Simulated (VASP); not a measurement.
# C (P6_3/mmc) in VASP: notebook

One crystal, C, is run at these levels: PW91, AM05; tasks: relaxation of cell and atoms.

The COD entry that gives the cell may itself be a prediction, so a difference from it is no test against experiment.

Everything below comes from runs of VASP 6.6.1. Logs are shortened: lines on timing, memory, paths and dates and some standing lists are left out, and cuts for length are marked.

**1. The crystal as given**

Symmetry: P6_3/mmc, No. 194, hexagonal system. Conventional cell: a = 2.522 Å, b = 2.522 Å, c = 8.237 Å, α = 90.00°, β = 90.00°, γ = 120.00°. Around C (site symmetry 3m) lie 4 C at 1.54 Å. Around C (site symmetry 3m) lie 4 C at 1.54 Å.

This is a hexagonal form of diamond, not graphite.

**2. Relaxation of cell and atoms, PW91**

Input file INCAR:

```
PREC     = Accurate       # precision mode
ENCUT    = 600            # plane-wave cutoff, eV
EDIFF    = 1E-7           # SCF threshold, eV
ISMEAR   = -1             # smearing method
SIGMA    = 0.05           # smearing width, eV
LREAL    = False          # projectors in reciprocal space
LASPH    = True           # aspherical terms in the spheres
NELM     = 80             # most SCF steps
ALGO     = Normal         # electronic algorithm
ISIF     = 3              # what is computed and relaxed
LWAVE    = False          # write WAVECAR
LCHARG   = False          # write CHGCAR
GGA      = 91             # functional
IBRION   = 2              # ionic algorithm
NSW      = 40             # ionic steps
EDIFFG   = -0.01          # ionic threshold
```

Input file KPOINTS:

```
Automatic mesh
0
Gamma
  12 12 4
```

Input file POSCAR:

```
C
1.0
    2.5221000000      0.0000000000      0.0000000000
   -1.2610500000      2.1842026709      0.0000000000
    0.0000000000      0.0000000000      8.2371000000
C
8
Direct
    0.6666666667      0.3333333333      0.8437500000
    0.3333333333      0.6666666667      0.3437500000
    0.6666666667      0.3333333333      0.6562500000
    0.3333333333      0.6666666667      0.1562500000
    0.0000000000      0.0000000000      0.9062500000
    0.0000000000      0.0000000000      0.4062500000
    0.0000000000      0.0000000000      0.5937500000
    0.0000000000      0.0000000000      0.0937500000
```

Potentials or basis: VASP PAW PBE potentials, release 64 (C).

On the command line:

```bash
$ cat potpaw_PBE.64/C/POTCAR > POTCAR
$ mpirun -np 1 vasp_std > vasp.out
```

OUTCAR:

```text
PREC = Accurate
   ENCUT = 600
   EDIFF = 1E-7
   ISMEAR = -1
   LREAL = False
   LASPH = True
   NELM = 80
   ISIF = 3
   GGA = 91
   IBRION = 2
   NSW = 40
   EDIFFG = -0.01

 ion  position               nearest neighbor table
   1  0.667  0.333  0.844-   3 1.54   5 1.54   5 1.54   5 1.54
   2  0.333  0.667  0.344-   4 1.54   6 1.54   6 1.54   6 1.54
   3  0.667  0.333  0.656-   1 1.54   7 1.54   7 1.54   7 1.54
   4  0.333  0.667  0.156-   2 1.54   8 1.54   8 1.54   8 1.54
   5  0.000  0.000  0.906-   8 1.54   1 1.54   1 1.54   1 1.54
   6  0.000  0.000  0.406-   7 1.54   2 1.54   2 1.54   2 1.54
   7  0.000  0.000  0.594-   6 1.54   3 1.54   3 1.54   3 1.54
   8  0.000  0.000  0.094-   5 1.54   4 1.54   4 1.54   4 1.54

  LATTYP: Found a hexagonal cell.
 ALAT       =     2.5221000000
 C/A-ratio  =     3.2659688355

  Lattice vectors:

 A1 = (   2.5221000000,   0.0000000000,   0.0000000000)
 A2 = (  -1.2610500000,   2.1842026709,   0.0000000000)
 A3 = (   0.0000000000,   0.0000000000,   8.2371000000)

Analysis of symmetry for initial positions (statically):
=====================================================================
 Subroutine PRICEL returns:
 Original cell was already a primitive cell.

 Routine SETGRP: Setting up the symmetry group for a
 hexagonal supercell.

 Subroutine GETGRP returns: Found 24 space group operations
 (whereof 12 operations were pure point group operations)
 out of a pool of 24 trial point group operations.

The static configuration has the point symmetry D_3d.
 The point group associated with its full space group is D_6h.

Analysis of symmetry for dynamics (positions and initial velocities):
=====================================================================
 Subroutine PRICEL returns:
 Original cell was already a primitive cell.

 Routine SETGRP: Setting up the symmetry group for a
 hexagonal supercell.

 Subroutine GETGRP returns: Found 24 space group operations
 (whereof 12 operations were pure point group operations)
 out of a pool of 24 trial point group operations.

The dynamic configuration has the point symmetry D_3d.
 The point group associated with its full space group is D_6h.

 Subroutine INISYM returns: Found 24 space group operations
 (whereof 12 operations are pure point group operations),
 and found     1 'primitive' translations

----------------------------------------------------------------------------------------

                                     Primitive cell

  volume of cell :      45.3764

  direct lattice vectors                    reciprocal lattice vectors
     2.522100000  0.000000000  0.000000000     0.396494984  0.228916486  0.000000000
    -1.261050000  2.184202671  0.000000000     0.000000000  0.457832972  0.000000000
     0.000000000  0.000000000  8.237100000     0.000000000  0.000000000  0.121401950

  length of vectors
     2.522100000  2.522100000  8.237100000     0.457832972  0.457832972  0.121401950

  position of ions in fractional coordinates (direct lattice)
     0.666666667  0.333333333  0.843750000
     0.333333333  0.666666667  0.343750000
     0.666666667  0.333333333  0.656250000
     0.333333333  0.666666667  0.156250000
     0.000000000  0.000000000  0.906250000
     0.000000000  0.000000000  0.406250000
     0.000000000  0.000000000  0.593750000
     0.000000000  0.000000000  0.093750000

  ion indices of the primitive-cell ions
   primitive index   ion index
                 1           1
                 2           2
                 3           3
                 4           4
                 5           5
                 6           6
                 7           7
                 8           8

----------------------------------------------------------------------------------------

 KPOINTS: Automatic mesh

Automatic generation of k-mesh.
 Grid dimensions read from file:
 generate k-points for:   12   12    4

 Generating k-lattice:

  Cartesian coordinates                     Fractional coordinates (reciprocal lattice)
     0.033041249  0.019076374  0.000000000     0.083333333  0.000000000  0.000000000
     0.000000000  0.038152748  0.000000000     0.000000000  0.083333333  0.000000000
     0.000000000  0.000000000  0.030350487     0.000000000  0.000000000  0.250000000

  Length of vectors
     0.038152748  0.038152748  0.030350487

  Shift w.r.t. Gamma in fractional coordinates (k-lattice)
     0.000000000  0.000000000  0.000000000

 Subroutine IBZKPT returns following result:
 ===========================================

 Found     57 irreducible k-points:

 Following reciprocal coordinates:
            Coordinates               Weight
  0.000000  0.000000  0.000000      1.000000
  0.083333  0.000000  0.000000      6.000000
  0.166667  0.000000  0.000000      6.000000
  0.250000  0.000000  0.000000      6.000000
  0.333333  0.000000  0.000000      6.000000
  0.416667  0.000000  0.000000      6.000000
[... 16 lines left out ...]
  0.250000  0.000000  0.250000     12.000000
  0.333333  0.000000  0.250000     12.000000
 [... further k-points ...]
   k-points           NKPTS =     57   k-points in BZ     NKDIM =     57   number of bands    NBANDS=     21
   number of dos      NEDOS =    301   number of ions     NIONS =      8
   total plane-waves  NPLWV =  28000
   dimension x,y,z NGX =    20 NGY =   20 NGZ =   70
   dimension x,y,z NGXF=    40 NGYF=   40 NGZF=  140
   ions per type =               8
   NGX,Y,Z   is equivalent  to a cutoff of  13.18, 13.18, 14.13 a.u.
   NGXF,Y,Z  is equivalent  to a cutoff of  26.37, 26.37, 28.26 a.u.
 SYSTEM =  unknown system
   PREC   = accura    normal or accurate (medium, high low for compatibility)
   ISTART =      0    job   : 0-new  1-cont  2-samecut
   ICHARG =      2    charge: 1-file 2-atom 10-const
   ISPIN  =      1    spin polarized calculation?
   LNONCOLLINEAR =      F non collinear calculations
   LSORBIT =      F    spin-orbit coupling
   LASPH  =      T    aspherical Exc in radial PAW
   ENCUT  =  600.0 eV  44.10 Ry    6.64 a.u.   5.04  5.04 16.45*2*pi/ulx,y,z
   NELM   =     80;   NELMIN=  2; NELMDL= -5     # of ELM steps
   EDIFF  = 0.1E-06   stopping-criterion for ELM
   LREAL  =      F    real-space projection
   EDIFFG = -.1E-01   stopping-criterion for IOM
   NSW    =     40    number of steps for IOM
   IBRION =      2    ionic relax: 0-MD 1-quasi-New 2-CG
   NFREE  =      1    steps in history (QN), initial steepest desc. (CG)
   ISIF   =      3    stress and relaxation
   ISYM   =      2    0-nonsym 1-usesym 2-fastsym
   POTIM  = 0.5000    time-step for ionic-motion
   TEBEG  =    0.0;   TEEND  =   0.0 temperature during run
   PSTRESS=    0.0 pullay stress
   NELECT =      32.0000    total number of electrons
   NUPDOWN=      -1.0000    fix difference up-down
   EMIN   =  10.00;   EMAX   =-10.00  energy-range for DOS
   EFERMI =   0.00;   METHOD = LEGACY
   ISMEAR =    -1;   SIGMA  =   0.05  broadening in eV -4-tet -1-fermi 0-gaus
   EFERMI_NEDOS =   21; number of points for ismear=-14 and -15
   IALGO  =     38    algorithm
   IMIX   =      4    mixing-type and parameters
     AMIX     =   0.40;   BMIX     =  1.00
     AMIX_MAG =   1.60;   BMIX_MAG =  1.00
  volume/ion in A,a.u.               =       5.67        38.28
  Fermi-wavevector in a.u.,A,eV,Ry     =   1.457186  2.753682 28.890486  2.123391
  Thomas-Fermi vector in A             =   2.574017
   LORBIT       =      0    0 simple, 1 ext, 2 COOP (PROOUT), +10 PAW based schemes
   GGA     = 91    functional components
   LHFCALC =     F    Hartree Fock is set to
   AEXX    =    0.0000 exact exchange contribution
   IVDW    =     0    specifies the selected vdW correction
   LEPSILON=     F    determine dielectric tensor
   LRPA    =     F    only Hartree local field effects (RPA)
 conjugate gradient relaxation of ions
 non-spin polarized calculation
  energy-cutoff  :      600.00
  volume of cell :       45.38
 maximum number of plane-waves:      1534
   NGX = 11   NGY = 11   NGZ = 33

--------------------------------------- Ionic step        1  -------------------------------------------

 number of electron      31.9999998 magnetization

 Free energy of the ion-electron system (eV)
  ---------------------------------------------------
  ext. energy  EPLUGINS =         0.00000000
  ---------------------------------------------------
  free energy    TOTEN  =       -72.68835944 eV

  energy without entropy =      -72.68835944  energy(sigma->0) =      -72.68835944

------------------------ aborting loop because EDIFF is reached ----------------------------------------

  FORCE on cell =-STRESS in cart. coord.  units (eV):
  Direction    XX          YY          ZZ          XY          YZ          ZX
  --------------------------------------------------------------------------------------
  -------------------------------------------------------------------------------------
  Total       -0.4026872     -0.4026872      3.0970518      0.0000000     -0.0000000      0.0000000
  in kB      -14.2183397    -14.2183397    109.3526901      0.0000000     -0.0000000      0.0000000
  external PRESSURE =      26.9720036 kB  Pullay stress =       0.0000000 kB
[... 195 lines left out ...]
  energy  without entropy=      -72.7097527568  energy(sigma->0) =      -72.70975276

--------------------------------------- Ionic step        6  -------------------------------------------

 number of electron      31.9999998 magnetization

 Free energy of the ion-electron system (eV)
  ---------------------------------------------------
  ext. energy  EPLUGINS =         0.00000000
  ---------------------------------------------------
  free energy    TOTEN  =       -72.70988141 eV

  energy without entropy =      -72.70988141  energy(sigma->0) =      -72.70988141

 E-fermi :  10.6808     XC(G=0): -13.2242

 val. band max:        9.7017725259   @ k =   0.0000   0.0000   0.0000
 cond. band min:      14.2764571209   @ k =   0.4167   0.0000   0.0000
 fundamental gap:      4.5746845950
 Fermi energy:        10.6807513130

 k-point     1 :       0.0000    0.0000    0.0000
  band No.  band energies     occupation
      1     -11.7815      2.00000
      2     -10.1478      2.00000
      3     -10.0451      2.00000
      4      -6.1518      2.00000
      5      -3.6995      2.00000
      6       2.9160      2.00000
[... 550 lines left out ...]
      5      -1.4063      2.00000
      6      -0.3866      2.00000
[... 13 lines left out ...]
     20      17.1985      0.00000
     21      17.7611      0.00000

 [... further k-points ...]

------------------------ aborting loop because EDIFF is reached ----------------------------------------

  FORCE on cell =-STRESS in cart. coord.  units (eV):
  Direction    XX          YY          ZZ          XY          YZ          ZX
  --------------------------------------------------------------------------------------
  -------------------------------------------------------------------------------------
  Total       -0.0108083     -0.0108083      0.0170088      0.0000000     -0.0000000      0.0000000
  in kB       -0.3793515     -0.3793515      0.5969791      0.0000000     -0.0000000      0.0000000
  external PRESSURE =      -0.0539080 kB  Pullay stress =       0.0000000 kB
[... 23 lines left out ...]
  FREE ENERGIE OF THE ION-ELECTRON SYSTEM (eV)
  ---------------------------------------------------
  free  energy   TOTEN  =       -72.7098814102 eV

  energy  without entropy=      -72.7098814102  energy(sigma->0) =      -72.70988141

 reached required accuracy - stopping structural energy minimisation
```

Run time: 2.9 min. Hardware: 1 thread of Intel Xeon Platinum 8488C (Sapphire Rapids), shared host; peak memory 0.19 GiB.

Results:

| Quantity | Value |
| --- | --- |
| Free energy | -72.7099 eV |
| Relaxed volume | 5.71 Å³/atom |
| Relaxed cell | a = 2.519 Å, b = 2.519 Å, c = 8.307 Å, α = 90.00°, β = 90.00°, γ = 120.00° |
| Space group after relaxing (to 0.05 Å) | P6_3/mmc (No. 194) |
| Energy gained by relaxing | 2.7 meV/atom |
| Ionic steps | 6 |
| Pressure after relaxing | 0.0 GPa |
| Largest force after relaxing | 0.003 eV/Å |
| Band gap on the k mesh | 4.57 eV, indirect (least direct gap 5.32 eV) |

Forces on the atoms (eV/Å):
```
C    0.000  0.000  0.002
C    0.000  0.000  0.002
C    0.000  0.000 -0.002
C    0.000  0.000 -0.002
C    0.000  0.000  0.003
C    0.000  0.000  0.003
C    0.000  0.000 -0.003
C    0.000  0.000 -0.003
```

Step by step:
| step | energy change (eV) | largest force (eV/Å) | pressure (GPa) | volume (Å³) |
| --- | --- | --- | --- | --- |
| 1 | 0.0000 | 0.3315 | 2.70 | 45.38 |
| 2 | 0.0127 | 0.4772 | -3.01 | 46.00 |
| 3 | -0.0214 | 0.0390 | 0.02 | 45.65 |
| 4 | -0.0214 | 0.0327 | 0.07 | 45.64 |
| 5 | -0.0214 | 0.0316 | -0.07 | 45.65 |
| 6 | -0.0215 | 0.0033 | -0.01 | 45.65 |

Final structure:
```
CELL_PARAMETERS angstrom
2.51892 0.00000 0.00000
-1.25946 2.18144 0.00000
0.00000 0.00000 8.30743
ATOMIC_POSITIONS crystal
C 0.66667 0.33333 0.84447
C 0.33333 0.66667 0.34447
C 0.66667 0.33333 0.65553
C 0.33333 0.66667 0.15553
C 0.00000 0.00000 0.90702
C 0.00000 0.00000 0.40702
C 0.00000 0.00000 0.59298
C 0.00000 0.00000 0.09298
```

Caveat: the PAW data sets were made with another functional, which shifts forces and pressure a little. A k mesh can miss the band edges.

**3. Relaxation of cell and atoms, AM05**

Input file INCAR:

```
SYSTEM = C
ALGO = Fast
EDIFF = 1E-7
EDIFFG = -0.01
ENCUT = 600
GGA = AM
IBRION = 2
ISIF = 3
ISMEAR = -1
LASPH = .True.
LCHARG = .False.
LREAL = .False.
LWAVE = .False.
NELM = 60
NSW = 40
PREC = Accurate
SIGMA = 0.05
```

Input file KPOINTS:

```
k-points
0
Gamma
  12 12 4
  0 0 0
```

POSCAR is that of step 2.

Potentials or basis: VASP PAW PBE potentials, release 64 (C).

On the command line:

```bash
$ cat potpaw_PBE.64/C/POTCAR > POTCAR
$ mpirun -np 1 vasp_std > vasp.out
```

OUTCAR:

```text
SYSTEM = C
   EDIFF = 1E-7
   EDIFFG = -0.01
   ENCUT = 600
   GGA = AM
   IBRION = 2
   ISIF = 3
   ISMEAR = -1
   LASPH = .True.
   LREAL = .False.
   NELM = 60
   NSW = 40
   PREC = Accurate

 ion  position               nearest neighbor table
   1  0.667  0.333  0.844-   3 1.54   5 1.54   5 1.54   5 1.54
   2  0.333  0.667  0.344-   4 1.54   6 1.54   6 1.54   6 1.54
   3  0.667  0.333  0.656-   1 1.54   7 1.54   7 1.54   7 1.54
   4  0.333  0.667  0.156-   2 1.54   8 1.54   8 1.54   8 1.54
   5  0.000  0.000  0.906-   8 1.54   1 1.54   1 1.54   1 1.54
   6  0.000  0.000  0.406-   7 1.54   2 1.54   2 1.54   2 1.54
   7  0.000  0.000  0.594-   6 1.54   3 1.54   3 1.54   3 1.54
   8  0.000  0.000  0.094-   5 1.54   4 1.54   4 1.54   4 1.54

  LATTYP: Found a hexagonal cell.
 ALAT       =     2.5221000000
 C/A-ratio  =     3.2659688355

  Lattice vectors:

 A1 = (   2.5221000000,   0.0000000000,   0.0000000000)
 A2 = (  -1.2610500000,   2.1842026709,   0.0000000000)
 A3 = (   0.0000000000,   0.0000000000,   8.2371000000)

Analysis of symmetry for initial positions (statically):
=====================================================================
[... 195 lines left out ...]
  -------------------------------------------------------------------------------------
  Total       -2.6222525     -2.6222525      0.8682638     -0.0000000      0.0000000      0.0000000
  in kB      -92.5881733    -92.5881733     30.6572146     -0.0000000      0.0000000      0.0000000
  external PRESSURE =     -51.5063773 kB  Pullay stress =       0.0000000 kB
[... 281 lines left out ...]
--------------------------------------- Ionic step        8  -------------------------------------------

 number of electron      31.9999998 magnetization

 Free energy of the ion-electron system (eV)
  ---------------------------------------------------
  ext. energy  EPLUGINS =         0.00000000
  ---------------------------------------------------
  free energy    TOTEN  =       -75.65666357 eV

  energy without entropy =      -75.65666356  energy(sigma->0) =      -75.65666357

 E-fermi :  10.9715     XC(G=0): -13.4590

 val. band max:       10.0504847853   @ k =   0.0000   0.0000   0.0000
 cond. band min:      14.5052925719   @ k =   0.4167   0.0000   0.0000
 fundamental gap:      4.4548077866
 Fermi energy:        10.9715305306

 k-point     1 :       0.0000    0.0000    0.0000
  band No.  band energies     occupation
      1     -11.7683      2.00000
      2     -10.1071      2.00000
      3     -10.0054      2.00000
      4      -5.9720      2.00000
      5      -3.7058      2.00000
      6       3.1027      2.00000
[... 565 lines left out ...]
     20      17.4687      0.00000
     21      18.0856      0.00000

 [... further k-points ...]

------------------------ aborting loop because EDIFF is reached ----------------------------------------

  FORCE on cell =-STRESS in cart. coord.  units (eV):
  Direction    XX          YY          ZZ          XY          YZ          ZX
  --------------------------------------------------------------------------------------
  -------------------------------------------------------------------------------------
  Total        0.0097019      0.0097019     -0.0030915      0.0000000      0.0000000      0.0000000
  in kB        0.3466742      0.3466742     -0.1104686      0.0000000      0.0000000      0.0000000
  external PRESSURE =       0.1942933 kB  Pullay stress =       0.0000000 kB
[... 23 lines left out ...]
  FREE ENERGIE OF THE ION-ELECTRON SYSTEM (eV)
  ---------------------------------------------------
  free  energy   TOTEN  =       -75.6566635650 eV

  energy  without entropy=      -75.6566635650  energy(sigma->0) =      -75.65666357

 reached required accuracy - stopping structural energy minimisation
```

Wall time 4.2 min (1 thread of Intel Xeon Platinum 8488C (Sapphire Rapids), shared host); peak memory 0.19 GiB.

Results:

* Free energy: -75.6567 eV
* Relaxed volume: 5.60 Å³/atom
* Relaxed cell: a = 2.504 Å, b = 2.504 Å, c = 8.259 Å, α = 90.00°, β = 90.00°, γ = 120.00°
* Space group after relaxing (to 0.05 Å): P6_3/mmc (No. 194)
* Energy gained by relaxing: 3.5 meV/atom
* Ionic steps: 8
* Pressure after relaxing: 0.0 GPa
* Band gap on the k mesh: 4.45 eV, indirect (least direct gap 5.25 eV)

Forces in eV/Å, atoms in the order of the input:
```
C    0.000  0.000 -0.002
C    0.000  0.000 -0.002
C    0.000  0.000  0.002
C    0.000  0.000  0.002
C    0.000  0.000  0.002
C    0.000  0.000  0.002
C    0.000  0.000 -0.002
C    0.000  0.000 -0.002
```

Step by step:
```
step  energy change (eV)  largest force (eV/Å)  pressure (GPa)  volume (Å³)
   1              0.0000                0.3259           -5.15        45.38
   2              0.0205                0.5317            7.14        44.18
   3             -0.0278                0.0628           -0.19        44.86
   4             -0.0278                0.0702           -0.09        44.85
   5             -0.0277                0.0766            0.34        44.80
   6             -0.0280                0.0186            0.11        44.83
   7             -0.0280                0.0258           -0.08        44.85
   8             -0.0280                0.0022            0.02        44.84
```

Final structure:
```
C
1.0
     2.50382    0.00000    0.00000
    -1.25191    2.16838    0.00000
     0.00000    0.00000    8.25861
C
8
Direct
  0.66667 0.33333 0.84444
  0.33333 0.66667 0.34444
  0.66667 0.33333 0.65556
  0.33333 0.66667 0.15556
  0.00000 0.00000 0.90703
  0.00000 0.00000 0.40703
  0.00000 0.00000 0.59297
  0.00000 0.00000 0.09297
```

Caveat: the PAW data sets were made with another functional, which shifts forces and pressure a little. A k mesh can miss the band edges.
